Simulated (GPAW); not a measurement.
SiO2 in GPAW: the effect of target pressure

The system is SiO2.

```
Si O
1.0
     4.23317    0.00000    0.00000
     0.00000    4.23317    0.00000
     0.00000    0.00000    2.69349
Si O
2 4
Direct
  0.00000 0.00000 0.00000
  0.50000 0.50000 0.50000
  0.80684 0.19316 0.50000
  0.30684 0.30684 0.00000
  0.19316 0.80684 0.50000
  0.69316 0.69316 0.00000
```

The cell comes from a database or a generator and needn't be the stable form of this composition.

Alike in all runs:

```yaml
Program: GPAW 26.7.0
Task: relaxation of cell and atoms
Functional: PBEsol
Potentials_or_basis: PAW data sets generated in the run's folder for this functional
Cutoff: 800 eV
Basis: pw
k_mesh: 4 × 4 × 7
Occupations: fermi-dirac, width 0.05 eV
Spin: no spin polarisation
```

Each run relaxes the cell or the atoms first.

| target pressure | target pressure | relaxed volume (Å³/atom) | gap on the mesh (eV) |
| --- | --- | --- | --- |
| 0 GPa | - | 7.95 | 5.17 |
| 2 GPa | 2 GPa | 7.90 | 5.27 |
| 5 GPa | 5 GPa | 7.82 | 5.42 |
| 10 GPa | 10 GPa | 7.70 | 5.66 |
| 20 GPa | 20 GPa | ? | ? |
| 30 GPa | 30 GPa | 7.31 | 6.55 |

Question: What does the run with target pressure 20 GPa give?

Answer: Relaxed volume 7.49 Å³/atom; gap on the mesh 6.12 eV.

Worked out: In Murnaghan's law V^(-B') rises as a straight line in P. The other rows fit best with B' = 5.1, V0 = 7.95 Å³/atom and B0 = 285 GPa, which gives 7.49 Å³/atom at 20 GPa, against the run's 7.49. A parabola through the other rows of the gap on the mesh, of slope 0.0445 eV per GPa there, gives 6.12 eV, against the run's 6.12.

Caveats: later steps reuse the first step's grids.

Runs at the PBE level aren't shown here.
